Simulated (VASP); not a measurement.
# PbSe (F-43m) in VASP: further runs

One crystal, PbSe, is run at these levels: LDA; tasks: single point.

Everything below comes from runs of VASP 6.6.1. Logs are shortened: lines on timing, memory, paths and dates and some standing lists are left out, and cuts for length are marked.

## 1. The structure

The structure is cubic, space group F-43m (No. 216). The conventional cell has a = 6.808 Å, b = 6.808 Å, c = 6.808 Å, α = 90.00°, β = 90.00°, γ = 90.00°. Around Pb (site symmetry -43m) lie 4 Se at 2.95 Å. Around Se (site symmetry -43m) lie 4 Pb at 2.95 Å.

Measurements of this composition are mostly on another form, of space group No. 225.

## 2. Single point, LDA

The input, INCAR:

```
PREC = Accurate
ENCUT = 520
EDIFF = 1E-7
ISMEAR = 0
SIGMA = 0.05
LREAL = False
LASPH = True
NELM = 100
ALGO = Fast
ISIF = 2
LWAVE = False
LCHARG = True
LELF = True
LVHAR = True
NBANDS = 17
```

The input, KPOINTS:

```
Automatic mesh
0
Gamma
  4 4 4
```

The input, POSCAR:

```
PbSe
1.0
    0.0000000000      3.4041726572      3.4041726572
    3.4041726572      0.0000000000      3.4041726572
    3.4041726572      3.4041726572      0.0000000000
Pb Se
1 1
Direct
    0.0000000000      0.0000000000      0.0000000000
    0.2500000000      0.2500000000      0.2500000000
```

Potentials or basis: VASP PAW LDA potentials, release 64 (Pb_d, Se).

Command:

```console
cat potpaw_LDA.64/Pb_d/POTCAR potpaw_LDA.64/Se/POTCAR > POTCAR
mpirun -np 1 vasp_std > vasp.out
```

OUTCAR:

```text
PREC = Accurate
   ENCUT = 520
   EDIFF = 1E-7
   ISMEAR = 0
   LREAL = False
   LASPH = True
   NELM = 100
   ISIF = 2

 ion  position               nearest neighbor table
   1  0.000  0.000  0.000-   2 2.95   2 2.95   2 2.95   2 2.95
   2  0.250  0.250  0.250-   1 2.95   1 2.95   1 2.95   1 2.95

  LATTYP: Found a face centered cubic cell.
 ALAT       =     6.8083453144

  Lattice vectors:

 A1 = (   0.0000000000,   3.4041726572,   3.4041726572)
 A2 = (   3.4041726572,   0.0000000000,   3.4041726572)
 A3 = (   3.4041726572,   3.4041726572,   0.0000000000)

Analysis of symmetry for initial positions (statically):
=====================================================================
 Subroutine PRICEL returns:
 Original cell was already a primitive cell.

 Routine SETGRP: Setting up the symmetry group for a
 face centered cubic supercell.

 Subroutine GETGRP returns: Found 24 space group operations
 (whereof 24 operations were pure point group operations)
 out of a pool of 48 trial point group operations.

The static configuration has the point symmetry T_d .

Analysis of symmetry for dynamics (positions and initial velocities):
=====================================================================
 Subroutine PRICEL returns:
 Original cell was already a primitive cell.

 Routine SETGRP: Setting up the symmetry group for a
 face centered cubic supercell.

 Subroutine GETGRP returns: Found 24 space group operations
 (whereof 24 operations were pure point group operations)
 out of a pool of 48 trial point group operations.

The dynamic configuration has the point symmetry T_d .

 Subroutine INISYM returns: Found 24 space group operations
 (whereof 24 operations are pure point group operations),
 and found     1 'primitive' translations

----------------------------------------------------------------------------------------

                                     Primitive cell

  volume of cell :      78.8978

  direct lattice vectors                    reciprocal lattice vectors
     0.000000000  3.404172657  3.404172657    -0.146878566  0.146878566  0.146878566
     3.404172657  0.000000000  3.404172657     0.146878566 -0.146878566  0.146878566
     3.404172657  3.404172657  0.000000000     0.146878566  0.146878566 -0.146878566

  length of vectors
     4.814227140  4.814227140  4.814227140     0.254401140  0.254401140  0.254401140

  position of ions in fractional coordinates (direct lattice)
     0.000000000  0.000000000  0.000000000
     0.250000000  0.250000000  0.250000000

  ion indices of the primitive-cell ions
   primitive index   ion index
                 1           1
                 2           2

----------------------------------------------------------------------------------------

 KPOINTS: Automatic mesh

Automatic generation of k-mesh.
 Grid dimensions read from file:
 generate k-points for:    4    4    4

 Generating k-lattice:

  Cartesian coordinates                     Fractional coordinates (reciprocal lattice)
    -0.036719642  0.036719642  0.036719642     0.250000000  0.000000000  0.000000000
     0.036719642 -0.036719642  0.036719642     0.000000000  0.250000000  0.000000000
     0.036719642  0.036719642 -0.036719642     0.000000000  0.000000000  0.250000000

  Length of vectors
     0.063600285  0.063600285  0.063600285

  Shift w.r.t. Gamma in fractional coordinates (k-lattice)
     0.000000000  0.000000000  0.000000000

 Subroutine IBZKPT returns following result:
 ===========================================

 Found      8 irreducible k-points:

 Following reciprocal coordinates:
            Coordinates               Weight
  0.000000  0.000000  0.000000      1.000000
  0.250000  0.000000  0.000000      8.000000
  0.500000  0.000000  0.000000      4.000000
  0.250000  0.250000  0.000000      6.000000
  0.500000  0.250000  0.000000     24.000000
 -0.250000  0.250000  0.000000     12.000000
  0.500000  0.500000  0.000000      3.000000
 -0.250000  0.500000  0.250000      6.000000
   k-points           NKPTS =      8   k-points in BZ     NKDIM =      8   number of bands    NBANDS=     17
   number of dos      NEDOS =    301   number of ions     NIONS =      2
   total plane-waves  NPLWV =  46656
   dimension x,y,z NGX =    36 NGY =   36 NGZ =   36
   dimension x,y,z NGXF=    72 NGYF=   72 NGZF=   72
   ions per type =               1   1
   NGX,Y,Z   is equivalent  to a cutoff of  12.43, 12.43, 12.43 a.u.
   NGXF,Y,Z  is equivalent  to a cutoff of  24.86, 24.86, 24.86 a.u.
 SYSTEM =  unknown system
   PREC   = accura    normal or accurate (medium, high low for compatibility)
   ISTART =      0    job   : 0-new  1-cont  2-samecut
   ICHARG =      2    charge: 1-file 2-atom 10-const
   ISPIN  =      1    spin polarized calculation?
   LNONCOLLINEAR =      F non collinear calculations
   LSORBIT =      F    spin-orbit coupling
   LASPH  =      T    aspherical Exc in radial PAW
   ENCUT  =  520.0 eV  38.22 Ry    6.18 a.u.   8.95  8.95  8.95*2*pi/ulx,y,z
   NELM   =    100;   NELMIN=  2; NELMDL= -5     # of ELM steps
   EDIFF  = 0.1E-06   stopping-criterion for ELM
   LREAL  =      F    real-space projection
   EDIFFG = 0.1E-05   stopping-criterion for IOM
   NSW    =      0    number of steps for IOM
   IBRION =     -1    ionic relax: 0-MD 1-quasi-New 2-CG
   NFREE  =      0    steps in history (QN), initial steepest desc. (CG)
   ISIF   =      2    stress and relaxation
   ISYM   =      2    0-nonsym 1-usesym 2-fastsym
   POTIM  = 0.5000    time-step for ionic-motion
   TEBEG  =    0.0;   TEEND  =   0.0 temperature during run
   PSTRESS=    0.0 pullay stress
   NELECT =      20.0000    total number of electrons
   NUPDOWN=      -1.0000    fix difference up-down
   EMIN   =  10.00;   EMAX   =-10.00  energy-range for DOS
   EFERMI =   0.00;   METHOD = LEGACY
   ISMEAR =     0;   SIGMA  =   0.05  broadening in eV -4-tet -1-fermi 0-gaus
   EFERMI_NEDOS =   21; number of points for ismear=-14 and -15
   IALGO  =     68    algorithm
   IMIX   =      4    mixing-type and parameters
     AMIX     =   0.40;   BMIX     =  1.00
     AMIX_MAG =   1.60;   BMIX_MAG =  1.00
  volume/ion in A,a.u.               =      39.45       266.21
  Fermi-wavevector in a.u.,A,eV,Ry     =   1.036088  1.957922 14.605556  1.073478
  Thomas-Fermi vector in A             =   2.170462
   LORBIT       =      0    0 simple, 1 ext, 2 COOP (PROOUT), +10 PAW based schemes
   GGA     = CA    functional components
   LHFCALC =     F    Hartree Fock is set to
   AEXX    =    0.0000 exact exchange contribution
   IVDW    =     0    specifies the selected vdW correction
   LEPSILON=     F    determine dielectric tensor
   LRPA    =     F    only Hartree local field effects (RPA)
 non-spin polarized calculation
 RMM-DIIS sequential band-by-band and
 Gauss-broadening in eV      SIGMA  =   0.05
  energy-cutoff  :      520.00
  volume of cell :       78.90
 maximum number of plane-waves:      2148
   NGX = 17   NGY = 17   NGZ = 17

 number of electron      20.0000005 magnetization

 Free energy of the ion-electron system (eV)
  ---------------------------------------------------
  ext. energy  EPLUGINS =         0.00000000
  ---------------------------------------------------
  free energy    TOTEN  =        -8.84110622 eV

  energy without entropy =       -8.84110622  energy(sigma->0) =       -8.84110622

 E-fermi :   2.5055     XC(G=0):  -8.2189

 val. band max:        2.2968490518   @ k =  -0.2500   0.5000   0.2500
 cond. band min:       2.7104725651   @ k =   0.5000   0.5000   0.0000
 fundamental gap:      0.4136235133
 Fermi energy:         2.5055349479

 k-point     1 :       0.0000    0.0000    0.0000
  band No.  band energies     occupation
      1     -14.4838      2.00000
      2     -14.4838      2.00000
      3     -14.4838      2.00000
      4     -14.4463      2.00000
      5     -14.4463      2.00000
      6     -10.6452      2.00000
      7      -4.1486      2.00000
      8       0.6091      2.00000
      9       0.6091      2.00000
     10       0.6091      2.00000
     11       4.2952      0.00000
     12       4.2952      0.00000
     13       4.2952      0.00000
     14       6.7353      0.00000
     15      10.4614      0.00000
     16      10.4614      0.00000
     17      11.1154      0.00000

 k-point     2 :       0.2500    0.0000    0.0000
  band No.  band energies     occupation
      1     -14.4988      2.00000
      2     -14.4790      2.00000
      3     -14.4790      2.00000
      4     -14.4457      2.00000
      5     -14.4457      2.00000
      6     -10.3651      2.00000
      7      -4.9337      2.00000
      8       0.3025      2.00000
      9       0.3025      2.00000
     10       0.4715      2.00000
     11       4.5100      0.00000
     12       4.7781      0.00000
     13       4.7781      0.00000
     14       8.4247      0.00000
     15       9.5682      0.00000
     16       9.5682      0.00000
     17      10.5896      0.00000

 k-point     3 :       0.5000    0.0000    0.0000
  band No.  band energies     occupation
      1     -14.5136      2.00000
      2     -14.4752      2.00000
      3     -14.4752      2.00000
      4     -14.4439      2.00000
      5     -14.4439      2.00000
      6     -10.0210      2.00000
      7      -5.6978      2.00000
      8       0.0554      2.00000
      9       0.0554      2.00000
     10       0.1636      2.00000
     11       5.0664      0.00000
     12       5.0664      0.00000
     13       5.8451      0.00000
     14       8.5489      0.00000
     15      10.0678      0.00000
     16      10.5477      0.00000
     17      10.5477      0.00000

 k-point     4 :       0.2500    0.2500    0.0000
  band No.  band energies     occupation
      1     -14.5096      2.00000
      2     -14.4734      2.00000
      3     -14.4734      2.00000
      4     -14.4497      2.00000
      5     -14.4430      2.00000
      6     -10.2669      2.00000
      7      -5.1338      2.00000
      8      -0.1395      2.00000
      9      -0.1395      2.00000
     10       1.4290      2.00000
     11       3.1359      0.00000
     12       5.6217      0.00000
     13       5.6217      0.00000
     14       7.7796      0.00000
     15       9.5317      0.00000
     16      11.0096      0.00000
     17      12.6232      0.00000

 k-point     5 :       0.5000    0.2500    0.0000
  band No.  band energies     occupation
      1     -14.5217      2.00000
      2     -14.4707      2.00000
      3     -14.4686      2.00000
      4     -14.4490      2.00000
      5     -14.4422      2.00000
      6      -9.9075      2.00000
      7      -5.8392      2.00000
      8      -0.9100      2.00000
      9      -0.3452      2.00000
     10       1.6676      2.00000
     11       3.8932      0.00000
     12       5.8508      0.00000
     13       6.0439      0.00000
     14       8.3371      0.00000
     15      10.1957      0.00000
     16      10.9435      0.00000
     17      11.5747      0.00000

 k-point     6 :      -0.2500    0.2500    0.0000
  band No.  band energies     occupation
      1     -14.5136      2.00000
      2     -14.4739      2.00000
      3     -14.4731      2.00000
      4     -14.4460      2.00000
      5     -14.4449      2.00000
      6     -10.0326      2.00000
      7      -5.6153      2.00000
      8      -0.9130      2.00000
      9       0.0364      2.00000
     10       1.4204      2.00000
     11       4.6760      0.00000
     12       5.2066      0.00000
     13       5.3141      0.00000
     14       9.1754      0.00000
     15       9.1864      0.00000
     16      10.2947      0.00000
     17      11.5848      0.00000

 k-point     7 :       0.5000    0.5000    0.0000
  band No.  band energies     occupation
      1     -14.5338      2.00000
      2     -14.4628      2.00000
      3     -14.4628      2.00000
      4     -14.4534      2.00000
      5     -14.4396      2.00000
      6      -9.7776      2.00000
      7      -6.0591      2.00000
      8      -0.6706      2.00000
      9      -0.6706      2.00000
     10       1.7218      2.00000
     11       2.7105      0.00000
     12       7.1064      0.00000
     13       7.1064      0.00000
     14       8.0239      0.00000
     15      10.0956      0.00000
     16      11.9913      0.00000
     17      12.1160      0.00000

 k-point     8 :      -0.2500    0.5000    0.2500
  band No.  band energies     occupation
      1     -14.5256      2.00000
      2     -14.4718      2.00000
      3     -14.4634      2.00000
      4     -14.4494      2.00000
      5     -14.4429      2.00000
      6      -9.7723      2.00000
      7      -6.0448      2.00000
      8      -0.9424      2.00000
      9      -0.8963      2.00000
     10       2.2968      2.00000
     11       4.3289      0.00000
     12       4.8884      0.00000
     13       6.7435      0.00000
     14       7.9774      0.00000
     15      10.4678      0.00000
     16      11.3720      0.00000
     17      11.5657      0.00000

------------------------ aborting loop because EDIFF is reached ----------------------------------------

  FORCE on cell =-STRESS in cart. coord.  units (eV):
  Direction    XX          YY          ZZ          XY          YZ          ZX
  --------------------------------------------------------------------------------------
  -------------------------------------------------------------------------------------
  Total       -0.7315096     -0.7315096     -0.7315096      0.0000000     -0.0000000     -0.0000000
  in kB      -14.8547677    -14.8547677    -14.8547677      0.0000000     -0.0000000     -0.0000000
  external PRESSURE =     -14.8547677 kB  Pullay stress =       0.0000000 kB

 VOLUME and BASIS-vectors are now :
 -----------------------------------------------------------------------------
  energy-cutoff  :      520.00
  volume of cell :       78.90
      direct lattice vectors                 reciprocal lattice vectors
     0.000000000  3.404172657  3.404172657    -0.146878566  0.146878566  0.146878566
     3.404172657  0.000000000  3.404172657     0.146878566 -0.146878566  0.146878566
     3.404172657  3.404172657  0.000000000     0.146878566  0.146878566 -0.146878566

 POSITION                                       TOTAL-FORCE (eV/Angst)
 -----------------------------------------------------------------------------------
      0.00000      0.00000      0.00000        -0.000000     -0.000000     -0.000000
      1.70209      1.70209      1.70209         0.000000      0.000000      0.000000
 -----------------------------------------------------------------------------------
    total drift:                                0.000000      0.000000     -0.000000

  FREE ENERGIE OF THE ION-ELECTRON SYSTEM (eV)
  ---------------------------------------------------
  free  energy   TOTEN  =        -8.8411062211 eV

  energy  without entropy=       -8.8411062209  energy(sigma->0) =       -8.84110622
```

It took 16 s on 1 thread of Intel Xeon Platinum 8488C (Sapphire Rapids), shared host; peak memory 0.17 GiB.

What came out:

* Free energy: -8.8411 eV
* Pressure: -1.5 GPa
* Band gap on the k mesh: 0.41 eV, indirect (least direct gap 0.99 eV)

Caveat: spin-orbit coupling is left out, which as a rule narrows the gap of such compounds by several tenths of an eV. A k mesh can miss the band edges.

## 3. Single point, LDA

This run uses another cell than the first one, of 37.66 Å³/atom, 0.955 times its volume.

The input, INCAR:

```
SYSTEM = PbSe
ALGO     = Fast           ! electronic algorithm
EDIFF    = 1E-6           ! SCF threshold, eV
ENCUT    = 520            ! plane-wave cutoff, eV
GGA      = CA             ! functional
ISIF     = 2              ! what is computed and relaxed
ISMEAR   = 0              ! smearing method
LASPH    = .True.         ! aspherical terms in the spheres
LCHARG   = .True.         ! write CHGCAR
LELF     = .True.         ! ELF
LREAL    = .False.        ! projectors in reciprocal space
LVHAR    = .True.       
LWAVE    = .False.        ! write WAVECAR
NBANDS   = 17             ! bands
NELM     = 100            ! most SCF steps
PREC     = Accurate       ! precision mode
SIGMA    = 0.05           ! smearing width, eV
```

The input, KPOINTS:

```
k-points
0
Gamma
  4 4 4
  0 0 0
```

The input, POSCAR:

```
PbSe
1.0
    0.0000000000      3.3517954905      3.3517954905
    3.3517954905      0.0000000000      3.3517954905
    3.3517954905      3.3517954905      0.0000000000
Pb Se
1 1
Direct
    0.0000000000      0.0000000000      0.0000000000
    0.2500000000      0.2500000000      0.2500000000
```

Potentials or basis: VASP PAW LDA potentials, release 64 (Pb_d, Se).

Command:

```console
cat potpaw_LDA.64/Pb_d/POTCAR potpaw_LDA.64/Se/POTCAR > POTCAR
mpirun -np 1 vasp_std > vasp.out
```

OUTCAR:

```text
SYSTEM = PbSe
   EDIFF = 1E-6
   ENCUT = 520
   GGA = CA
   ISIF = 2
   ISMEAR = 0
   LASPH = .True.
   LREAL = .False.
   NELM = 100
   PREC = Accurate

 ion  position               nearest neighbor table
   1  0.000  0.000  0.000-   2 2.90   2 2.90   2 2.90   2 2.90
   2  0.250  0.250  0.250-   1 2.90   1 2.90   1 2.90   1 2.90

  LATTYP: Found a face centered cubic cell.
 ALAT       =     6.7035909810

  Lattice vectors:

 A1 = (   0.0000000000,   3.3517954905,   3.3517954905)
[... 328 lines left out ...]

------------------------ aborting loop because EDIFF is reached ----------------------------------------

  FORCE on cell =-STRESS in cart. coord.  units (eV):
  Direction    XX          YY          ZZ          XY          YZ          ZX
  --------------------------------------------------------------------------------------
  -------------------------------------------------------------------------------------
  Total        0.0426887      0.0426887      0.0426887      0.0000000      0.0000000     -0.0000000
  in kB        0.9081567      0.9081567      0.9081567      0.0000000      0.0000000     -0.0000000
  external PRESSURE =       0.9081567 kB  Pullay stress =       0.0000000 kB

 VOLUME and BASIS-vectors are now :
 -----------------------------------------------------------------------------
  energy-cutoff  :      520.00
  volume of cell :       75.31
      direct lattice vectors                 reciprocal lattice vectors
     0.000000000  3.351795490  3.351795490    -0.149173779  0.149173779  0.149173779
     3.351795490  0.000000000  3.351795490     0.149173779 -0.149173779  0.149173779
     3.351795490  3.351795490  0.000000000     0.149173779  0.149173779 -0.149173779

 POSITION                                       TOTAL-FORCE (eV/Angst)
 -----------------------------------------------------------------------------------
      0.00000      0.00000      0.00000         0.000000      0.000000      0.000000
      1.67590      1.67590      1.67590        -0.000000     -0.000000     -0.000000
 -----------------------------------------------------------------------------------
    total drift:                                0.000000      0.000000      0.000000

  FREE ENERGIE OF THE ION-ELECTRON SYSTEM (eV)
  ---------------------------------------------------
  free  energy   TOTEN  =        -8.8567764810 eV

  energy  without entropy=       -8.8567755745  energy(sigma->0) =       -8.85677603
```

OSZICAR:

```text
N       E                     dE             d eps       ncg     rms          rms(c)
DAV:   1     0.161184388080E+03    0.16118E+03   -0.93232E+03   272   0.112E+03
DAV:   2     0.450777061690E+01   -0.15668E+03   -0.15185E+03   273   0.294E+02
DAV:   3    -0.890506889348E+01   -0.13413E+02   -0.13337E+02   365   0.937E+01
DAV:   4    -0.924130694118E+01   -0.33624E+00   -0.33610E+00   340   0.183E+01
DAV:   5    -0.925463628059E+01   -0.13329E-01   -0.13329E-01   353   0.328E+00    0.318E+00
RMM:   6    -0.887514608891E+01    0.37949E+00   -0.39803E-01   312   0.320E+00    0.177E+00
RMM:   7    -0.886065880611E+01    0.14487E-01   -0.10941E-01   407   0.213E+00    0.975E-01
RMM:   8    -0.885771883609E+01    0.29400E-02   -0.13965E-02   336   0.930E-01    0.127E-01
RMM:   9    -0.885661229433E+01    0.11065E-02   -0.32892E-03   371   0.543E-01    0.701E-02
RMM:  10    -0.885676529971E+01   -0.15301E-03   -0.11432E-03   408   0.290E-01    0.285E-02
RMM:  11    -0.885677783792E+01   -0.12538E-04   -0.17774E-04   404   0.105E-01    0.900E-03
RMM:  12    -0.885677635707E+01    0.14808E-05   -0.17588E-05   390   0.411E-02    0.382E-03
RMM:  13    -0.885677648095E+01   -0.12388E-06   -0.35001E-06   255   0.152E-02
   1 F= -.88567765E+01 E0= -.88567760E+01  d E =-.906435E-06
```

Wall time 11 s (1 thread of Intel Xeon Platinum 8488C (Sapphire Rapids), shared host); peak memory 0.17 GiB.

Results:

```yaml
Free_energy: -8.8568 eV
Pressure: 0.1 GPa
Band_gap_on_the_k_mesh: 0.29 eV, indirect (least direct gap 0.93 eV)
```

Caveat: spin-orbit coupling is left out, which as a rule narrows the gap of such compounds by several tenths of an eV. A k mesh can miss the band edges.
